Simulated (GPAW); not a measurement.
ZnS (Wurtzite-2H):

```
Zn S
1.0
     3.81100    0.00000    0.00000
    -1.90550    3.30042    0.00000
     0.00000    0.00000    6.23400
Zn S
2 2
Direct
  0.66667 0.33333 0.50000
  0.33333 0.66667 0.00000
  0.66667 0.33333 0.88500
  0.33333 0.66667 0.38500
```

```yaml
Program: GPAW 26.7.0
Task: relaxation of cell and atoms
Functional: PBEsol
Dispersion: D3
Potentials_or_basis: PAW data sets generated in the run's folder for this functional
Cutoff: 600 eV
Basis: pw
k_mesh: 6 × 6 × 3
Occupations: fermi-dirac, width 0.05 eV
Spin: no spin polarisation
```

At the start: pressure -3.5 GPa; volume 19.60 Å³/atom.

Problem. Where does the relaxation end?

Solution. Over 7 steps the energy falls by 14.9 meV/atom and the volume is 18.70 Å³/atom (-4.6 %); space group P6_3mc (No. 186, to 0.05 Å).

Step by step:
```tsv
step	energy change (eV)	largest force (eV/Å)	pressure (GPa)	volume (Å³)
1	0.0000	0.2995	-3.46	78.41
2	-0.0126	0.2640	-3.18	78.06
3	-0.0525	0.2062	-0.04	74.95
4	-0.0573	0.0418	-0.81	75.60
5	-0.0581	0.0425	-0.63	75.43
6	-0.0596	0.0034	0.07	74.82
7	-0.0597	0.0094	0.07	74.81
```

Final structure:
```yaml
crystal:
  lattice:
    - [3.75485, 0.00000, 0.00000]
    - [-1.87743, 3.25180, 0.00000]
    - [0.00000, 0.00000, 6.12719]
  atoms:
    - { symbol: Zn, position: [0.66667, 0.33333, 0.50473] }
    - { symbol: Zn, position: [0.33333, 0.66667, 0.00473] }
    - { symbol: S, position: [0.66667, 0.33333, 0.88028] }
    - { symbol: S, position: [0.33333, 0.66667, 0.38028] }
```

Caveat: later steps reuse the first step's grids.
